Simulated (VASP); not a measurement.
# Li (Fm-3m) in VASP: a series of runs

One crystal, Li, is run at these levels: PBE; tasks: single point.

All numbers are computed with VASP 6.6.1; they aren't measurements. Logs are shortened: lines on timing, memory, paths and dates and some standing lists are left out, and cuts for length are marked.

## 1. The undisturbed crystal

The structure is cubic, space group Fm-3m (No. 225). The conventional cell has a = 4.404 Å, b = 4.404 Å, c = 4.404 Å, α = 90.00°, β = 90.00°, γ = 90.00°. Li (site symmetry m-3m) is surrounded by 12 Li at 3.11 Å.

This isn't the form of Li at room conditions, which is bcc.

## 2. Single point, PBE (volume scaled by 1.06)

INCAR

```
SYSTEM = Li
PREC = Accurate ; ENCUT = 520
EDIFF = 1E-6 ; ISMEAR = -1
SIGMA = 0.05 ; LREAL = .False.
LASPH = .True. ; NELM = 100
ALGO = Normal ; ISIF = 2
LWAVE = .False. ; LCHARG = .True.
GGA = PE ; LELF = .True.
LVHAR = .True. ; NBANDS = 8
```

KPOINTS

```
regular mesh
0
Gamma
  10 10 10
  0 0 0
```

POSCAR

```
Li
1.0
    0.0000000000      2.2451874350      2.2451874350
    2.2451874350      0.0000000000      2.2451874350
    2.2451874350      2.2451874350      0.0000000000
Li
1
Direct
    0.0000000000      0.0000000000      0.0000000000
```

Potentials or basis: VASP PAW PBE potentials, release 64 (Li_sv).

On the command line:

```console
cat potpaw_PBE.64/Li_sv/POTCAR > POTCAR
mpirun -np 1 vasp_std > vasp.out
```

OUTCAR:

```text
SYSTEM = Li
   PREC = Accurate
   ENCUT = 520
   EDIFF = 1E-6
   ISMEAR = -1
   LREAL = .False.
   LASPH = .True.
   NELM = 100
   ISIF = 2
   GGA = PE

 ion  position               nearest neighbor table
   1  0.000  0.000  0.000-

  LATTYP: Found a face centered cubic cell.
 ALAT       =     4.4903748700

  Lattice vectors:

 A1 = (   0.0000000000,   2.2451874350,   2.2451874350)
 A2 = (   2.2451874350,   0.0000000000,   2.2451874350)
 A3 = (   2.2451874350,   2.2451874350,   0.0000000000)

Analysis of symmetry for initial positions (statically):
=====================================================================
 Subroutine PRICEL returns:
 Original cell was already a primitive cell.

 Routine SETGRP: Setting up the symmetry group for a
 face centered cubic supercell.

 Subroutine GETGRP returns: Found 48 space group operations
 (whereof 48 operations were pure point group operations)
 out of a pool of 48 trial point group operations.

The static configuration has the point symmetry O_h .

Analysis of symmetry for dynamics (positions and initial velocities):
=====================================================================
 Subroutine PRICEL returns:
 Original cell was already a primitive cell.

 Routine SETGRP: Setting up the symmetry group for a
 face centered cubic supercell.

 Subroutine GETGRP returns: Found 48 space group operations
 (whereof 48 operations were pure point group operations)
 out of a pool of 48 trial point group operations.

The dynamic configuration has the point symmetry O_h .

 Subroutine INISYM returns: Found 48 space group operations
 (whereof 48 operations are pure point group operations),
 and found     1 'primitive' translations

----------------------------------------------------------------------------------------

                                     Primitive cell

  volume of cell :      22.6354

  direct lattice vectors                    reciprocal lattice vectors
     0.000000000  2.245187435  2.245187435    -0.222698556  0.222698556  0.222698556
     2.245187435  0.000000000  2.245187435     0.222698556 -0.222698556  0.222698556
     2.245187435  2.245187435  0.000000000     0.222698556  0.222698556 -0.222698556

  length of vectors
     3.175174521  3.175174521  3.175174521     0.385725214  0.385725214  0.385725214

  position of ions in fractional coordinates (direct lattice)
     0.000000000  0.000000000  0.000000000

  ion indices of the primitive-cell ions
   primitive index   ion index
[... 62 lines left out ...]
   NGXF,Y,Z  is equivalent  to a cutoff of  25.13, 25.13, 25.13 a.u.
 SYSTEM =  Li
   PREC   = accura    normal or accurate (medium, high low for compatibility)
   ISTART =      0    job   : 0-new  1-cont  2-samecut
   ICHARG =      2    charge: 1-file 2-atom 10-const
   ISPIN  =      1    spin polarized calculation?
   LNONCOLLINEAR =      F non collinear calculations
   LSORBIT =      F    spin-orbit coupling
   LASPH  =      T    aspherical Exc in radial PAW
   ENCUT  =  520.0 eV  38.22 Ry    6.18 a.u.   5.90  5.90  5.90*2*pi/ulx,y,z
   NELM   =    100;   NELMIN=  2; NELMDL= -5     # of ELM steps
   EDIFF  = 0.1E-05   stopping-criterion for ELM
[... 8 lines left out ...]
   TEBEG  =    0.0;   TEEND  =   0.0 temperature during run
   PSTRESS=    0.0 pullay stress
   NELECT =       3.0000    total number of electrons
   NUPDOWN=      -1.0000    fix difference up-down
   EMIN   =  10.00;   EMAX   =-10.00  energy-range for DOS
   EFERMI =   0.00;   METHOD = LEGACY
   ISMEAR =    -1;   SIGMA  =   0.05  broadening in eV -4-tet -1-fermi 0-gaus
   EFERMI_NEDOS =   21; number of points for ismear=-14 and -15
   IALGO  =     38    algorithm
   IMIX   =      4    mixing-type and parameters
     AMIX     =   0.40;   BMIX     =  1.00
     AMIX_MAG =   1.60;   BMIX_MAG =  1.00
  volume/ion in A,a.u.               =      22.64       152.75
  Fermi-wavevector in a.u.,A,eV,Ry     =   0.834679  1.577314  9.479022  0.696688
  Thomas-Fermi vector in A             =   1.948110
   LORBIT       =      0    0 simple, 1 ext, 2 COOP (PROOUT), +10 PAW based schemes
   GGA     = PE    functional components
   LHFCALC =     F    Hartree Fock is set to
   AEXX    =    0.0000 exact exchange contribution
   IVDW    =     0    specifies the selected vdW correction
   LEPSILON=     F    determine dielectric tensor
   LRPA    =     F    only Hartree local field effects (RPA)
 non-spin polarized calculation
  energy-cutoff  :      520.00
  volume of cell :       22.64
 maximum number of plane-waves:       620
   NGX = 11   NGY = 11   NGZ = 11

 number of electron       3.0000008 magnetization

 Free energy of the ion-electron system (eV)
  ---------------------------------------------------
  ext. energy  EPLUGINS =         0.00000000
  ---------------------------------------------------
  free energy    TOTEN  =        -1.89799582 eV

  energy without entropy =       -1.89336829  energy(sigma->0) =       -1.89568206

 E-fermi :   0.2687     XC(G=0):  -6.7812

 val. band max:        0.1136696356   @ k =  -0.4000   0.1000   0.0000
 cond. band min:       0.2975404494   @ k =   0.5000   0.3000   0.1000
 fundamental gap:      0.1838708138
 Fermi energy:         0.2687024110

 k-point     1 :       0.0000    0.0000    0.0000
  band No.  band energies     occupation
      1     -46.3902      2.00000
      2      -3.0830      2.00000
      3      13.5981      0.00000
      4      13.5983      0.00000
      5      13.5983      0.00000
      6      17.3223      0.00000
      7      17.3223      0.00000
      8      17.3223      0.00000
[... 243 lines left out ...]
 k-point    24 :       0.4000    0.3000    0.0000
  band No.  band energies     occupation
      1     -46.3779      2.00000
      2      -0.1517      1.99955
      3       7.2248      0.00000
      4       8.3221      0.00000
      5       8.9249      0.00000
      6      12.1434      0.00000
      7      14.5330      0.00000
      8      23.7926      0.00000

 [... further k-points ...]
[... 5 lines left out ...]
  --------------------------------------------------------------------------------------
  -------------------------------------------------------------------------------------
  Total       -0.1911731     -0.1911731     -0.1911731     -0.0000000     -0.0000000      0.0000000
  in kB      -13.5316149    -13.5316149    -13.5316149     -0.0000000     -0.0000000      0.0000000
  external PRESSURE =     -13.5316149 kB  Pullay stress =       0.0000000 kB

 VOLUME and BASIS-vectors are now :
 -----------------------------------------------------------------------------
  energy-cutoff  :      520.00
  volume of cell :       22.64
      direct lattice vectors                 reciprocal lattice vectors
     0.000000000  2.245187435  2.245187435    -0.222698556  0.222698556  0.222698556
     2.245187435  0.000000000  2.245187435     0.222698556 -0.222698556  0.222698556
     2.245187435  2.245187435  0.000000000     0.222698556  0.222698556 -0.222698556

 POSITION                                       TOTAL-FORCE (eV/Angst)
 -----------------------------------------------------------------------------------
      0.00000      0.00000      0.00000         0.000000      0.000000      0.000000
 -----------------------------------------------------------------------------------
    total drift:                               -0.000000      0.000000     -0.000000

  FREE ENERGIE OF THE ION-ELECTRON SYSTEM (eV)
  ---------------------------------------------------
  free  energy   TOTEN  =        -1.8979958211 eV

  energy  without entropy=       -1.8933682928  energy(sigma->0) =       -1.89568206
```

Wall time 7.5 s (1 thread of Intel Xeon Platinum 8488C (Sapphire Rapids), shared host); peak memory 0.13 GiB.

Results:

* Free energy: -1.8980 eV
* Band gap on the k mesh: none (metal or under the smearing width)

Levels at points of the mesh, in eV from the Fermi level:
| k point | band 1 | band 2 | band 3 | band 4 | band 5 | band 6 |
| --- | --- | --- | --- | --- | --- | --- |
| (0.00, 0.00, 0.00) | -46.66 | -3.35 | 13.33 | 13.33 | 13.33 | 17.05 |
| (0.50, 0.00, 0.00) | -46.65 | 0.09 | 2.64 | 11.75 | 11.75 | 15.53 |
| (0.50, 0.50, 0.00) | -46.64 | 1.51 | 4.39 | 7.89 | 7.89 | 10.00 |

Caveat: the cutoff is under 1.25 times the usual one of these potentials, so pressure, stress and relaxed cells hold a basis-set (Pulay) error.

## 3. Single point, PBE (volume scaled by 1.04)

INCAR

```
SYSTEM = Li
PREC = Accurate
ENCUT = 520
EDIFF = 1E-6
ISMEAR = -1
SIGMA = 0.05
LREAL = .False.
LASPH = .True.
NELM = 80
ALGO = Normal
ISIF = 2
LWAVE = .False.
LCHARG = .False.
GGA = PE
NBANDS = 8
```

KPOINTS is that of step 2.

POSCAR

```
Li
1.0
    0.0000000000      2.2309770072      2.2309770072
    2.2309770072      0.0000000000      2.2309770072
    2.2309770072      2.2309770072      0.0000000000
Li
1
Direct
    0.0000000000      0.0000000000      0.0000000000
```

Potentials or basis: VASP PAW PBE potentials, release 64 (Li_sv).

On the command line:

```console
cat potpaw_PBE.64/Li_sv/POTCAR > POTCAR
mpirun -np 1 vasp_std > vasp.out
```

OUTCAR:

```text
SYSTEM = Li
   PREC = Accurate
   ENCUT = 520
   EDIFF = 1E-6
   ISMEAR = -1
   LREAL = .False.
   LASPH = .True.
   NELM = 80
   ISIF = 2
   GGA = PE

 ion  position               nearest neighbor table
   1  0.000  0.000  0.000-

  LATTYP: Found a face centered cubic cell.
 ALAT       =     4.4619540144

  Lattice vectors:

 A1 = (   0.0000000000,   2.2309770072,   2.2309770072)
 A2 = (   2.2309770072,   0.0000000000,   2.2309770072)
 A3 = (   2.2309770072,   2.2309770072,   0.0000000000)

Analysis of symmetry for initial positions (statically):
=====================================================================
 Subroutine PRICEL returns:
 Original cell was already a primitive cell.

 Routine SETGRP: Setting up the symmetry group for a
 face centered cubic supercell.

 Subroutine GETGRP returns: Found 48 space group operations
 (whereof 48 operations were pure point group operations)
 out of a pool of 48 trial point group operations.

The static configuration has the point symmetry O_h .

Analysis of symmetry for dynamics (positions and initial velocities):
=====================================================================
 Subroutine PRICEL returns:
 Original cell was already a primitive cell.

 Routine SETGRP: Setting up the symmetry group for a
 face centered cubic supercell.

 Subroutine GETGRP returns: Found 48 space group operations
 (whereof 48 operations were pure point group operations)
 out of a pool of 48 trial point group operations.

The dynamic configuration has the point symmetry O_h .

 Subroutine INISYM returns: Found 48 space group operations
 (whereof 48 operations are pure point group operations),
 and found     1 'primitive' translations

----------------------------------------------------------------------------------------

                                     Primitive cell

  volume of cell :      22.2083

  direct lattice vectors                    reciprocal lattice vectors
     0.000000000  2.230977007  2.230977007    -0.224117057  0.224117057  0.224117057
     2.230977007  0.000000000  2.230977007     0.224117057 -0.224117057  0.224117057
     2.230977007  2.230977007  0.000000000     0.224117057  0.224117057 -0.224117057

  length of vectors
     3.155077941  3.155077941  3.155077941     0.388182129  0.388182129  0.388182129

  position of ions in fractional coordinates (direct lattice)
     0.000000000  0.000000000  0.000000000

  ion indices of the primitive-cell ions
   primitive index   ion index
                 1           1

----------------------------------------------------------------------------------------

 KPOINTS: regular mesh

Automatic generation of k-mesh.
 Grid dimensions read from file:
 generate k-points for:   10   10   10

 Generating k-lattice:

  Cartesian coordinates                     Fractional coordinates (reciprocal lattice)
    -0.022411706  0.022411706  0.022411706     0.100000000  0.000000000  0.000000000
     0.022411706 -0.022411706  0.022411706     0.000000000  0.100000000  0.000000000
     0.022411706  0.022411706 -0.022411706     0.000000000  0.000000000  0.100000000

  Length of vectors
     0.038818213  0.038818213  0.038818213

  Shift w.r.t. Gamma in fractional coordinates (k-lattice)
     0.000000000  0.000000000  0.000000000

 Subroutine IBZKPT returns following result:
 ===========================================

 Found     47 irreducible k-points:

 Following reciprocal coordinates:
            Coordinates               Weight
  0.000000  0.000000  0.000000      1.000000
  0.100000  0.000000  0.000000      8.000000
  0.200000  0.000000  0.000000      8.000000
  0.300000  0.000000  0.000000      8.000000
  0.400000  0.000000  0.000000      8.000000
  0.500000  0.000000  0.000000      4.000000
[... 16 lines left out ...]
  0.300000  0.300000  0.000000      6.000000
  0.400000  0.300000  0.000000     24.000000
 [... further k-points ...]
   k-points           NKPTS =     47   k-points in BZ     NKDIM =     47   number of bands    NBANDS=      8
   number of dos      NEDOS =    301   number of ions     NIONS =      1
   total plane-waves  NPLWV =  13824
   dimension x,y,z NGX =    24 NGY =   24 NGZ =   24
   dimension x,y,z NGXF=    48 NGYF=   48 NGZF=   48
   ions per type =               1
   NGX,Y,Z   is equivalent  to a cutoff of  12.65, 12.65, 12.65 a.u.
   NGXF,Y,Z  is equivalent  to a cutoff of  25.29, 25.29, 25.29 a.u.
 SYSTEM =  Li
   PREC   = accura    normal or accurate (medium, high low for compatibility)
   ISTART =      0    job   : 0-new  1-cont  2-samecut
   ICHARG =      2    charge: 1-file 2-atom 10-const
   ISPIN  =      1    spin polarized calculation?
   LNONCOLLINEAR =      F non collinear calculations
   LSORBIT =      F    spin-orbit coupling
   LASPH  =      T    aspherical Exc in radial PAW
   ENCUT  =  520.0 eV  38.22 Ry    6.18 a.u.   5.87  5.87  5.87*2*pi/ulx,y,z
   NELM   =     80;   NELMIN=  2; NELMDL= -5     # of ELM steps
   EDIFF  = 0.1E-05   stopping-criterion for ELM
   LREAL  =      F    real-space projection
[... 7 lines left out ...]
   TEBEG  =    0.0;   TEEND  =   0.0 temperature during run
   PSTRESS=    0.0 pullay stress
   NELECT =       3.0000    total number of electrons
   NUPDOWN=      -1.0000    fix difference up-down
   EMIN   =  10.00;   EMAX   =-10.00  energy-range for DOS
   EFERMI =   0.00;   METHOD = LEGACY
   ISMEAR =    -1;   SIGMA  =   0.05  broadening in eV -4-tet -1-fermi 0-gaus
   EFERMI_NEDOS =   21; number of points for ismear=-14 and -15
   IALGO  =     38    algorithm
   IMIX   =      4    mixing-type and parameters
     AMIX     =   0.40;   BMIX     =  1.00
     AMIX_MAG =   1.60;   BMIX_MAG =  1.00
  volume/ion in A,a.u.               =      22.21       149.87
  Fermi-wavevector in a.u.,A,eV,Ry     =   0.839995  1.587361  9.600162  0.705592
  Thomas-Fermi vector in A             =   1.954305
   LORBIT       =      0    0 simple, 1 ext, 2 COOP (PROOUT), +10 PAW based schemes
   GGA     = PE    functional components
   LHFCALC =     F    Hartree Fock is set to
   AEXX    =    0.0000 exact exchange contribution
   IVDW    =     0    specifies the selected vdW correction
   LEPSILON=     F    determine dielectric tensor
   LRPA    =     F    only Hartree local field effects (RPA)
 non-spin polarized calculation
  energy-cutoff  :      520.00
  volume of cell :       22.21
 maximum number of plane-waves:       610
   NGX = 11   NGY = 11   NGZ = 11

 number of electron       3.0000011 magnetization

 Free energy of the ion-electron system (eV)
  ---------------------------------------------------
  ext. energy  EPLUGINS =         0.00000000
  ---------------------------------------------------
  free energy    TOTEN  =        -1.90110999 eV

  energy without entropy =       -1.89650428  energy(sigma->0) =       -1.89880714

 E-fermi :   0.3183     XC(G=0):  -6.8256

 val. band max:        0.1582151008   @ k =  -0.4000   0.1000   0.0000
 cond. band min:       0.3486317729   @ k =   0.5000   0.3000   0.1000
 fundamental gap:      0.1904166721
 Fermi energy:         0.3183234332

 k-point     1 :       0.0000    0.0000    0.0000
  band No.  band energies     occupation
      1     -46.3045      2.00000
      2      -3.0598      2.00000
      3      13.8286      0.00000
      4      13.8287      0.00000
      5      13.8287      0.00000
      6      17.5793      0.00000
      7      17.5793      0.00000
      8      17.5793      0.00000

 k-point     2 :       0.1000    0.0000    0.0000
  band No.  band energies     occupation
      1     -46.3032      2.00000
      2      -2.8866      2.00000
      3      12.1878      0.00000
      4      13.4896      0.00000
      5      13.4897      0.00000
      6      16.8005      0.00000
      7      18.1872      0.00000
      8      18.1872      0.00000

 k-point     3 :       0.2000    0.0000    0.0000
  band No.  band energies     occupation
      1     -46.3000      2.00000
      2      -2.3687      2.00000
      3       9.2817      0.00000
      4      12.9133      0.00000
      5      12.9133      0.00000
      6      17.0802      0.00000
      7      18.5604      0.00000
      8      18.5605      0.00000
[... 210 lines left out ...]
 k-point    23 :       0.3000    0.3000    0.0000
  band No.  band energies     occupation
      1     -46.2936      2.00000
      2      -0.9674      2.00000
      3       9.4388      0.00000
      4       9.4388      0.00000
      5       9.8289      0.00000
      6      11.6399      0.00000
      7      14.3604      0.00000
      8      24.5776      0.00000

 k-point    24 :       0.4000    0.3000    0.0000
  band No.  band energies     occupation
      1     -46.2912      2.00000
      2      -0.1042      1.99957
      3       7.3577      0.00000
      4       8.4801      0.00000
      5       9.0852      0.00000
      6      12.3412      0.00000
      7      14.7925      0.00000
      8      24.1419      0.00000

 [... further k-points ...]
[... 5 lines left out ...]
  --------------------------------------------------------------------------------------
  -------------------------------------------------------------------------------------
  Total       -0.1621594     -0.1621594     -0.1621594      0.0000000      0.0000000      0.0000000
  in kB      -11.6986946    -11.6986946    -11.6986946      0.0000000      0.0000000      0.0000000
  external PRESSURE =     -11.6986946 kB  Pullay stress =       0.0000000 kB

 VOLUME and BASIS-vectors are now :
 -----------------------------------------------------------------------------
  energy-cutoff  :      520.00
  volume of cell :       22.21
      direct lattice vectors                 reciprocal lattice vectors
     0.000000000  2.230977007  2.230977007    -0.224117057  0.224117057  0.224117057
     2.230977007  0.000000000  2.230977007     0.224117057 -0.224117057  0.224117057
     2.230977007  2.230977007  0.000000000     0.224117057  0.224117057 -0.224117057

 POSITION                                       TOTAL-FORCE (eV/Angst)
 -----------------------------------------------------------------------------------
      0.00000      0.00000      0.00000         0.000000      0.000000      0.000000
 -----------------------------------------------------------------------------------
    total drift:                                0.000000      0.000000     -0.000000

  FREE ENERGIE OF THE ION-ELECTRON SYSTEM (eV)
  ---------------------------------------------------
  free  energy   TOTEN  =        -1.9011099923 eV

  energy  without entropy=       -1.8965042820  energy(sigma->0) =       -1.89880714
```

stdout:

```text
POSCAR found type information on POSCAR Li
 POSCAR found :  1 types and       1 ions
 scaLAPACK will be used
 LDA part: xc-table for (Slater+PW92), standard interpolation
 POSCAR, INCAR and KPOINTS ok, starting setup
 FFT: planning ... GRIDC
 FFT: planning ... GRID_SOFT
 FFT: planning ... GRID
 WAVECAR not read
 entering main loop
```

It took 3 s on 1 thread of Intel Xeon Platinum 8488C (Sapphire Rapids), shared host; peak memory 0.12 GiB.

Results:

| Quantity | Value |
| --- | --- |
| Free energy | -1.9011 eV |
| Band gap on the k mesh | none (metal or under the smearing width) |

Levels at points of the mesh, in eV from the Fermi level:
| k point | band 1 | band 2 | band 3 | band 4 | band 5 |
| --- | --- | --- | --- | --- | --- |
| (0.00, 0.00, 0.00) | -46.62 | -3.38 | 13.51 | 13.51 | 13.51 |
| (0.50, 0.00, 0.00) | -46.61 | 0.08 | 2.70 | 11.90 | 11.90 |
| (0.50, 0.50, 0.00) | -46.61 | 1.53 | 4.45 | 7.99 | 7.99 |

Caveat: the cutoff is under 1.25 times the usual one of these potentials, so pressure, stress and relaxed cells hold a basis-set (Pulay) error.
